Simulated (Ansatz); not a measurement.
# InPd (Pm-3m) in Ansatz: convergence with smearing width

Aim: find how far smearing width must go before the results for InPd settle, at PBE. This setting moves, with any that are tied to it; all else stays.

All numbers are computed with Ansatz 0.2.0; they aren't measurements. Logs are shortened: lines on timing, memory, paths and dates and some standing lists are left out, and cuts for length are marked.

## 1. Starting point

The structure is cubic, space group Pm-3m (No. 221). The conventional cell has a = 3.272 Å, b = 3.272 Å, c = 3.272 Å, α = 90.00°, β = 90.00°, γ = 90.00°. Around In (site symmetry m-3m) lie 8 Pd at 2.83 Å. Pd (site symmetry m-3m) is surrounded by 8 In at 2.83 Å.

The cell comes from a database or a generator and needn't be the stable form of this composition.

## 2. With smearing width 0.3 eV

input.yaml reads:

```yaml
crystal:
  lattice:
    - [3.27188478, 0.0, 0.0]
    - [0.0, 3.27188478, 0.0]
    - [0.0, 0.0, 3.27188478]
  atoms:
    - { symbol: In, position: [0.0, 0.0, 0.0] }
    - { symbol: Pd, position: [0.5, 0.5, 0.5] }
hamiltonian:
  xc: pbe
  pseudopotentials: { kind: paw }
kpoints:
  mp_grid: { grid: [7, 7, 7] }
scf:
  occupations: { method: gaussian, width: 0.3 }
output:
  forces: true
  stress: true
  eigenvalues: true
```

Potentials or basis: Ansatz PAW.

The run is started by

```
$ ansatz run input.yaml --threads 2 --pin off --max-ram 5632MiB --backend cpu --events-out ev --progress --plain --runs-dir out
```

It took 0.8 s on 2 threads of Intel Xeon at 2.70GHz, shared host; peak memory 0.31 GiB.

What came out:

```
Free energy            : -12571.6867 eV
Pressure               : 3.8 GPa
Band gap on the k mesh : none (metal or under the smearing width)
```

## 3. With smearing width 0.2 eV

input.yaml, as its differences from that of step 2:

```diff
@@ -14,3 +14,3 @@
 scf:
-  occupations: { method: gaussian, width: 0.3 }
+  occupations: { method: gaussian, width: 0.2 }
 output:
```

Potentials or basis: Ansatz PAW.

The run is started by

```
$ ansatz run input.yaml --threads 2 --pin off --max-ram 5632MiB --backend cpu --events-out ev --progress --plain --runs-dir out
```

Wall time 0.78 s (2 threads of Intel Xeon at 2.70GHz, shared host); peak memory 0.31 GiB.

Results:

- Free energy: -12571.6793 eV
- Pressure: 3.9 GPa
- Band gap on the k mesh: none (metal or under the smearing width)

## 4. With smearing width 0.15 eV

input.yaml, as its differences from that of step 3:

```diff
@@ -14,3 +14,3 @@
 scf:
-  occupations: { method: gaussian, width: 0.2 }
+  occupations: { method: gaussian, width: 0.15 }
 output:
```

The run is started by

```
$ ansatz run input.yaml --threads 2 --pin off --max-ram 5632MiB --backend cpu --events-out ev --progress --plain --runs-dir out
```

Wall time 0.75 s (2 threads of Intel Xeon at 2.70GHz, shared host); peak memory 0.31 GiB.

Results:

| Item | Value |
| --- | --- |
| Free energy | -12571.6761 eV |
| Pressure | 3.9 GPa |
| Band gap on the k mesh | none (metal or under the smearing width) |

## 5. With smearing width 0.1 eV

input.yaml, as its differences from that of step 4:

```diff
@@ -14,3 +14,3 @@
 scf:
-  occupations: { method: gaussian, width: 0.15 }
+  occupations: { method: gaussian, width: 0.1 }
 output:
```

The run is started by

```
$ ansatz run input.yaml --threads 2 --pin off --max-ram 5632MiB --backend cpu --events-out ev --progress --plain --runs-dir out
```

Run time: 0.69 s. Hardware: 2 threads of Intel Xeon at 2.70GHz, shared host; peak memory 0.31 GiB.

What came out:

```yaml
Free_energy: -12571.6731 eV
Pressure: 4.0 GPa
Band_gap_on_the_k_mesh: none (metal or under the smearing width)
```

## 6. With smearing width 0.05 eV

input.yaml, as its differences from that of step 5:

```diff
@@ -14,3 +14,3 @@
 scf:
-  occupations: { method: gaussian, width: 0.1 }
+  occupations: { method: gaussian, width: 0.05 }
 output:
```

Potentials or basis: Ansatz PAW.

The run is started by

```
$ ansatz run input.yaml --threads 2 --pin off --max-ram 5632MiB --backend cpu --events-out ev --progress --plain --runs-dir out
```

It took 0.65 s on 2 threads of Intel Xeon at 2.70GHz, shared host; peak memory 0.31 GiB.

Results (log left out):

- Free energy: -12571.6707 eV
- Pressure: 4.2 GPa
- Band gap on the k mesh: none (metal or under the smearing width)

## 7. With smearing width 0.025 eV

input.yaml, as its differences from that of step 6:

```diff
@@ -14,3 +14,3 @@
 scf:
-  occupations: { method: gaussian, width: 0.05 }
+  occupations: { method: gaussian, width: 0.025 }
 output:
```

The run is started by

```
$ ansatz run input.yaml --threads 2 --pin off --max-ram 5632MiB --backend cpu --events-out ev --progress --plain --runs-dir out
```

It took 0.76 s on 2 threads of Intel Xeon at 2.70GHz, shared host; peak memory 0.31 GiB.

It converged, with:

- Free energy: -12571.6699 eV
- Pressure: 4.2 GPa
- Band gap on the k mesh: none (metal or under the smearing width)

## 8. With smearing width 0.01 eV

input.yaml, as its differences from that of step 7:

```diff
@@ -14,3 +14,3 @@
 scf:
-  occupations: { method: gaussian, width: 0.025 }
+  occupations: { method: gaussian, width: 0.01 }
 output:
```

The run is started by

```
$ ansatz run input.yaml --threads 2 --pin off --max-ram 5632MiB --backend cpu --events-out ev --progress --plain --runs-dir out
```

Run time: 0.8 s. Hardware: 2 threads of Intel Xeon at 2.70GHz, shared host; peak memory 0.31 GiB.

Results (log left out):

| Item | Value |
| --- | --- |
| Free energy | -12571.6696 eV |
| Pressure | 4.3 GPa |
| Band gap on the k mesh | none (metal or under the smearing width) |

## 9. With smearing width 0.005 eV

input.yaml, as its differences from that of step 8:

```diff
@@ -14,3 +14,3 @@
 scf:
-  occupations: { method: gaussian, width: 0.01 }
+  occupations: { method: gaussian, width: 0.005 }
 output:
```

Potentials or basis: Ansatz PAW.

The run is started by

```
$ ansatz run input.yaml --threads 2 --pin off --max-ram 5632MiB --backend cpu --events-out ev --progress --plain --runs-dir out
```

The program printed:

```text
Warning: RAYON_NUM_THREADS=2 ignored (pool sized by the plan → 2); use --threads N
Engine: ansatz 0.2.0, x86_64-unknown-linux-gnu
Pseudopotentials: kind: paw
Pseudopotential: In, paw, valence charge 13, recommended cutoff 420 eV (normal), In.paw.azcp
Pseudopotential: Pd, paw, valence charge 18, recommended cutoff 420 eV (normal), Pd.paw.azcp
Functional definition: PBE
  parameter kappa = 0.804
  parameter beta = 0.06672455060314922
  exchange = pbe_x(kappa = kappa, mu = beta*pi^2/3)
  correlation = pbe_c(beta = beta)
Crystal: 2 atoms, lattice volume = 35.026 Å³
Basis set: ecut = 420 eV, 691 PW (Γ), exchange–correlation on 48×48×48 points (8 copies of the dense FFT grid, shifted against one another)
Bands: 20, of which v1, the nominal top of the filled ones, is band 16 counted from 1 (15 counted from 0)
Symmetry: 48 space group operations
Space group: Pm-3m (ITA 221), of the structure as read, at distance tolerance 3.3e-5 Å
k-points: 20 of 343
Non-local potential: In, projectors of the file, l = 0: 2, l = 1: 2, l = 2: 2, l = 3: 2
Non-local potential: Pd, projectors of the file, l = 0: 2, l = 1: 2, l = 2: 2, l = 3: 1
PAW form: soft (Blöchl's): semilocal exchange-correlation on the pseudo side does not see the compensation charge
PAW one-centre angular grid: In, 590 points (default); XC on 64 Gauss nodes
PAW one-centre angular grid: Pd, 590 points (default); XC on 64 Gauss nodes
Initial density: superposition of atomic densities (neutral atoms: chi_scale 0, normalization atom), corrected by the library's trained network
Initial wavefunctions: pseudopotential atomic-orbital guess
Functional: x = pbe(κ = 0.804, μ = 0.2195149727645171), c = pbe(β = 0.06672455060314922)
SCF iter   1: F=—  HF=-12571.668869 eV  |F-HF|=—  |Δ(HF+E_count)|=         —  Δρ=1.54e-3  dr2=4.70e-4  ethr=1.77e-3  ⟨swp⟩=6.0  Hψ=1846  notcnv=0
preconditioner: auto → none  [insulator: Δε(μ)=0.069 eV  Ē_g=14.533 eV  σ=0.005 eV  W_gap=0.85  n_scr=6 (ndim 8)  ℏωp=30.1 eV  f_vac=0.000  D(μ)=9.06/eV (n_scr^D=178)  ε∞_Penn≈5.3]
SCF iter   2: F=—  HF=-12571.669387 eV  |F-HF|=—  |Δ(HF+E_count)|=   5.19e-4  Δρ=8.01e-4  dr2=7.16e-5  ethr=1.52e-6  ⟨swp⟩=3.0  Hψ=947  notcnv=0  defer=11
SCF iter   3: F=—  HF=-12571.669463 eV  |F-HF|=—  |Δ(HF+E_count)|=   7.61e-5  Δρ=2.39e-4  dr2=5.90e-6  ethr=2.31e-7  ⟨swp⟩=2.9  Hψ=553  notcnv=0  defer=11
SCF iter   4: F=—  HF=-12571.669471 eV  |F-HF|=—  |Δ(HF+E_count)|=   7.81e-6  Δρ=2.37e-5  dr2=1.52e-7  ethr=1.90e-8  ⟨swp⟩=2.5  Hψ=595  notcnv=0  defer=11
iter 5 did not close the SCF: its close was put off for the readings that it lacked (scf_convergence_deferred on its scf_iter line)
SCF iter   5: F=-12571.669471 eV  HF=-12571.669471 eV  |F-HF|=9.30e-10  |Δ(HF+E_count)|=   8.81e-9  Δρ=5.28e-6  dr2=3.26e-9  ethr=4.90e-10  ⟨swp⟩=2.0  Hψ=511  notcnv=0  defer=11
SCF iter   6: F=-12571.669471 eV  HF=-12571.669471 eV  |F-HF|=6.55e-11  |Δ(HF+E_count)|=   1.31e-9  Δρ=6.49e-7  dr2=7.92e-11  ethr=1.05e-11  ⟨swp⟩=3.0  Hψ=1324  notcnv=0
SCF 1 converged in 6 iterations: F = -12571.669471 eV  dr2 = 7.92e-11
SCF converged after 6 iterations
Free energy (F): -12571.669471 eV
Harris-Foulkes:  -12571.669471 eV  (|F-HF|=6.55e-11)
Internal energy: -12571.669358 eV  (E = F + TS)
E sigma→0 (E₀):  -12571.669415 eV
Entropy (-TS):   -0.000113 eV (-0.057 meV/atom)
Fermi energy:    17.025521 eV
--- Per-component energies (eV) ---
  E_band       = -144.301358
  E_kinetic    = 760.402588
  E_local      = -2900.772907  (includes V_loc(G=0)·N_el)
  E_nonlocal   = 585.094476
  E_hartree    = 1179.652803
  E_xc         = -385.056574
  E_vxc        = -312.526803  (∫ρ·V_xc dr)
  E_paw        = -7907.074978  (= ΣΔE_a)
  E_vpaw       = -635.804018  (= ΣTr[D̂ρ^β])
  E_aug_tail   = 0.000244  (compensation charges beyond the density's cutoff)
  E_ewald      = -3903.915009
  E_smearing   = -0.000113  (= −TS)
  E_closure    = 0.000000  (closes the sum)
  Σ components = -12571.669471   (vs F -12571.669471, Δ=0.00e0)
--- Forces (eV/Å), atoms counted from 1 ---
  atom   1  In    -0.00000000     0.00000000     0.00000000
  atom   2  Pd     0.00000000    -0.00000000     0.00000000
  max |Σ_I F_I| component: 5.45e-29 eV/Å
--- Stress (GPa, compression-positive) ---
        4.251845      -0.000000       0.000000
       -0.000000       4.251845       0.000000
        0.000000       0.000000       4.251845
  P = ⅓ Tr σ = 4.2518 GPa (42.518 kbar)
--- Band table (eV; the first three rows and the last of 20) ---
  k-point 0: bands = ["-67.7975", "-33.5441", "-33.5441", "-33.5441", "1.8239", "1.8239", "2.2341", "2.2341", "2.2341", "6.6968", "12.9142", "12.9142", "14.4572", "14.4572", "14.4572", "20.9846", "20.9846", "20.9846", "26.1678", "27.3309"]
  k-point 1: bands = ["-67.7972", "-33.5502", "-33.5437", "-33.5437", "1.8348", "1.8904", "2.2140", "2.2140", "2.2402", "7.0214", "12.9172", "12.9563", "14.2332", "14.2332", "14.4433", "19.1471", "21.6145", "21.6145", "26.6284", "27.2155"]
  k-point 2: bands = ["-67.7966", "-33.5637", "-33.5428", "-33.5428", "1.8594", "2.0390", "2.1692", "2.1692", "2.2539", "7.9833", "12.7482", "12.9241", "13.8062", "13.8062", "14.4120", "16.7122", "23.2499", "23.2499", "26.8080", "26.9297"]
  k-point 19: bands = ["-67.7933", "-33.5690", "-33.5690", "-33.5690", "1.9630", "1.9762", "1.9762", "2.4135", "2.4135", "11.6068", "12.0162", "12.0162", "14.8970", "14.8970", "16.9642", "18.3867", "19.8799", "19.8799", "22.1205", "22.2498"]
```

It took 0.9 s on 2 threads of Intel Xeon at 2.70GHz, shared host; peak memory 0.31 GiB.

What came out:

| Item | Value |
| --- | --- |
| Free energy | -12571.6695 eV |
| Pressure | 4.3 GPa |
| Band gap on the k mesh | none (metal or under the smearing width) |

## 10. Summary

| smearing width | energy less the tightest run, at zero smearing (meV/atom) | pressure (GPa) | SCF cycles | CPU time (s) | peak memory (GiB) |
| --- | --- | --- | --- | --- | --- |
| 0.3 eV | -2.56 | 3.83 | 6 | 1.3 | 0.31 |
| 0.2 eV | -1.55 | 3.85 | 6 | 1.3 | 0.31 |
| 0.15 eV | -1.00 | 3.89 | 6 | 1.2 | 0.31 |
| 0.1 eV | -0.46 | 3.97 | 6 | 1.1 | 0.31 |
| 0.05 eV | -0.16 | 4.15 | 6 | 1.1 | 0.31 |
| 0.025 eV | -0.11 | 4.25 | 6 | 1.3 | 0.31 |
| 0.01 eV | -0.03 | 4.25 | 6 | 1.3 | 0.31 |
| 0.005 eV | 0.00 | 4.25 | 6 | 1.5 | 0.31 |

Against the tightest run, the energy stays within 1 meV/atom from 0.15 eV on; the pressure stays within 0.1 GPa from 0.025 eV on. Narrower smearing needs a denser k mesh, so at a fixed mesh the narrowest width isn't the most accurate. The tightest run that finished is the yardstick and may itself not be fully converged.
